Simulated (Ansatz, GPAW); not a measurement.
Given: the input of a run of Ansatz 0.2.0 on FeO (Wuestite). 

input.yaml

```yaml
crystal:
  lattice:
    - [0.0, 2.1554, 2.1554]
    - [2.1554, 0.0, 2.1554]
    - [2.1554, 2.1554, 0.0]
  atoms:
    - { symbol: Fe, position: [0.0, 0.0, 0.0], spin: 3.0 }
    - { symbol: O, position: [0.5, 0.5, 0.5] }
hamiltonian:
  xc: pbe
  pseudopotentials: { kind: paw }
magnetization:
  spin_polarized: true
kpoints:
  mp_grid: { grid: [11, 11, 11] }
scf:
  occupations: { method: gaussian, width: 0.023 }
output:
  forces: true
  stress: true
  eigenvalues: true
```

Potentials or basis: Ansatz PAW.

Command:

```console
$ ansatz run input.yaml --threads 2 --pin off --max-ram 5632MiB --backend cpu --events-out ev --progress --plain --runs-dir out
```

Question: What does the same run look like in GPAW 26.7.0 (ASE script)? Potentials or basis there: GPAW PAW data sets (gpaw-data 1.2.1), cutoff 800 eV.

Answer: As run (cutoffs and basis follow the program's own potentials, and thresholds, step limits or extra output files can differ):

File run.py:

```python
from ase.dft.bandgap import bandgap
from ase.io import read, write
from ase.units import GPa
from gpaw import GPAW, PW

atoms = read('POSCAR')
atoms.set_initial_magnetic_moments([3.0, 0.0])

calc = GPAW(mode=PW(800),
            xc='PBE',
            kpts={'size': (11, 11, 11), 'gamma': True},
            occupations={'name': 'methfessel-paxton', 'order': 0, 'width': 0.023},
            nbands=17,
            convergence={'density': 1e-05, 'energy': 1e-05},
            maxiter=150,
            txt='gpaw.txt')
atoms.calc = calc
energy = atoms.get_potential_energy()
forces = atoms.get_forces()
stress = atoms.get_stress()
calc.write('gs.gpw')
write('result.traj', atoms)
print(f'Energy: {energy:.6f} eV')
print('Forces (eV/A):')
print(forces.round(4))
print('Stress (GPa):', (stress / GPa).round(3))
print('Moments:', calc.get_magnetic_moments().round(3))
print('Fermi level:', round(calc.get_fermi_level(), 4), 'eV')
print(f'Gap: {bandgap(calc)[0]:.4f} eV, direct: {bandgap(calc, direct=True)[0]:.4f} eV')
```

The input POSCAR:

```
FeO
1.0
    0.0000000000      2.1554000000      2.1554000000
    2.1554000000      0.0000000000      2.1554000000
    2.1554000000      2.1554000000      0.0000000000
Fe O
1 1
Direct
    0.0000000000      0.0000000000      0.0000000000
    0.5000000000      0.5000000000      0.5000000000
```

Potentials or basis: GPAW PAW data sets (gpaw-data 1.2.1), pw.

Run with:

```sh
$ OMP_NUM_THREADS=1 python run.py
```

Both were run:

|  | Ansatz | GPAW |
| --- | --- | --- |
| Pressure | -0.3 GPa | 0.8 GPa |
| Net moment | 4.00 μB per cell | 4.00 μB per cell |

Ansatz's pressure holds a Pulay term of +0.65 GPa for its cutoff of 420 eV, which the other run lacks.

The potentials hold 22 and 14 valence electrons a cell.

Where Ansatz's input types no cutoff or centring, it takes its own default and a Γ-centred mesh.

The magnetic state is the one that the start led to; the real crystal's order can differ.

Pressure is positive in compression.
